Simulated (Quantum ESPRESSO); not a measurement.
A calculation with Quantum ESPRESSO 7.5 of CuO (Tenorite) (native input, structure typed inline):

Contents of pw.in:

```
&CONTROL
  calculation = 'scf'
  prefix = 'pwscf'
  outdir = './tmp'
  pseudo_dir = './pseudo'
  tprnfor = .true.
  tstress = .true.
  disk_io = 'low'
/
&SYSTEM
  ibrav = 0
  celldm(1) = 8
  nat = 4
  ntyp = 2
  ecutwfc = 55
  ecutrho = 440
  nbnd = 25
  occupations = 'smearing'
  smearing = 'fd'
  degauss = 0.00367493
/
&ELECTRONS
  conv_thr = 8d-10
  electron_maxstep = 120
  mixing_beta = 0.5
/
ATOMIC_SPECIES
Cu    63.5460 Cu.paw.z_11.ld1.psl.v1.0.0-low.upf
O     15.9990 O.pbe-n-kjpaw_psl.0.1.UPF
CELL_PARAMETERS alat
  0.5538432947630  -0.4047320927417   0.0000000000000
  0.5538432947630   0.4047320927417   0.0000000000000
 -0.2032765058352   0.0000000000000   1.1951186408959
ATOMIC_POSITIONS crystal
Cu     0.4968000000    0.0032000000    0.5000000000
Cu     0.0032000000    0.4968000000    0.0000000000
O      0.4056000000    0.5714000000    0.7537000000
O      0.5714000000    0.4056000000    0.2537000000
K_POINTS automatic
10 10 5 0 0 0
```

pp_density.in

```
&INPUTPP
  prefix = 'pwscf'
  outdir = './tmp'
  filplot = 'density.dat'
  plot_num = 0
/
&PLOT
  nfile = 1
  filepp(1) = 'density.dat'
  iflag = 3
  output_format = 6
  fileout = 'density.cube'
/
```

The input pp_potential.in:

```
&INPUTPP
  prefix = 'pwscf'
  outdir = './tmp'
  filplot = 'potential.dat'
  plot_num = 11
/
&PLOT
  nfile = 1
  filepp(1) = 'potential.dat'
  iflag = 3
  output_format = 6
  fileout = 'potential.cube'
/
```

Potentials or basis: SSSP 1.3 efficiency PBE.

The run is started by

```console
$ OMP_NUM_THREADS=1 mpirun -n 2 pw.x -nk 2 -in pw.in > pw.out
$ OMP_NUM_THREADS=1 mpirun -n 1 pp.x -in pp_density.in > pp_density.out
$ OMP_NUM_THREADS=1 mpirun -n 1 pp.x -in pp_potential.in > pp_potential.out
```

Problem. Write the same calculation in another form: ASE script, structure typed inline.

Solution. As run:

File run.py:

```python
import numpy as np
from ase.calculators.espresso import Espresso, EspressoProfile
from ase import Atoms

atoms = Atoms(['Cu', 'Cu', 'O', 'O'],
              cell=[[2.34465, -1.7134, 0.0], [2.34465, 1.7134, 0.0], [-0.8605543552, 0.0, 5.0594363927]],
              scaled_positions=[[0.4968, 0.0032, 0.5], [0.0032, 0.4968, 0.0], [0.4056, 0.5714, 0.7537], [0.5714, 0.4056, 0.2537]],
              pbc=True)

input_data = {
    'control': {'calculation': 'scf', 'prefix': 'pwscf', 'outdir': './tmp', 'tprnfor': True, 'tstress': True, 'disk_io': 'nowf'},
    'system': {'ecutwfc': 55.0, 'ecutrho': 440.0, 'nbnd': 25, 'occupations': 'smearing', 'smearing': 'fd', 'degauss': 0.00367493},
    'electrons': {'conv_thr': 8e-10, 'electron_maxstep': 120, 'mixing_beta': 0.5},
}
pseudopotentials = {'O': 'O.pbe-n-kjpaw_psl.0.1.UPF', 'Cu': 'Cu.paw.z_11.ld1.psl.v1.0.0-low.upf'}
profile = EspressoProfile(command='mpirun -n 2 pw.x -nk 2', pseudo_dir='pseudo')
dft = Espresso(profile=profile, input_data=input_data, pseudopotentials=pseudopotentials, kpts=(10, 10, 5), koffset=(0, 0, 0))
atoms.calc = dft

print(f'energy {atoms.get_potential_energy():.8f} eV')
print('forces (eV/A)')
print(np.round(atoms.get_forces(), 6))
print('stress (eV/A^3, Voigt)')
print(np.round(atoms.get_stress(), 8))
print(f'Fermi level {dft.get_fermi_level():.4f} eV')
```

Potentials or basis: SSSP 1.3 efficiency PBE.

Launch:

```sh
$ OMP_NUM_THREADS=1 python run.py
```

Both were run:

|  | native input, structure typed inline | ASE script, structure typed inline |
| --- | --- | --- |
| Pressure | 5.4 GPa | 5.4 GPa |
| Largest force | 0.775 eV/Å | 0.775 eV/Å |
| Band gap on the k mesh | none (metal or under the smearing width) | none (metal or under the smearing width) |

Keys that steer only the numerical path or the files written may differ.

Caveat: the run has no spin polarisation, though such a crystal can be magnetic; semilocal functionals often make such compounds metallic where correlation or magnetic order opens a gap, which also shifts bond lengths.
